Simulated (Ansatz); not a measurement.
The system is Bi2Se3 (Paraguanajuatite).

```
CELL_PARAMETERS angstrom
2.07150 1.19598 9.54533
-2.07150 1.19598 9.54533
0.00000 -2.39196 9.54533
ATOMIC_POSITIONS crystal
Bi 0.59920 0.59920 0.59920
Bi 0.40080 0.40080 0.40080
Se 0.78830 0.78830 0.78830
Se 0.21170 0.21170 0.21170
Se 0.00000 0.00000 0.00000
```

Base run:

* Program: Ansatz 0.2.0
* Functional: BLYP
* Potentials or basis: Ansatz PAW
* Cutoff: 420 eV (not typed: the program's choice for these potentials)
* k mesh: 8 × 8 × 8
* Occupations: fermi-dirac, width 0.05 eV
* Spin: no spin polarisation

Its results: band gap on the k mesh 0.27 eV, direct; pressure 6.3 GPa; largest force 0.305 eV/Å.

After a change of settings the same cell gave: band gap on the k mesh 0.27 eV, direct; pressure 3.8 GPa; largest force 0.161 eV/Å. Which change was it?
A. functional from BLYP to PBE
B. functional from BLYP to revPBE
C. functional from BLYP to r2SCAN; cutoff from 420 eV (not typed: the program's choice for these potentials) to 500 eV (not typed: the program's choice for these potentials)
D. functional from BLYP to LDA

B.

Caveats: spin-orbit coupling is left out, which as a rule narrows the gap of such compounds by several tenths of an eV; the PAW data sets come from PBE, with cores solved anew for the run's functional, which leaves a small shift of forces and pressure; the density of states is complete only up to the lowest level of the last band computed.
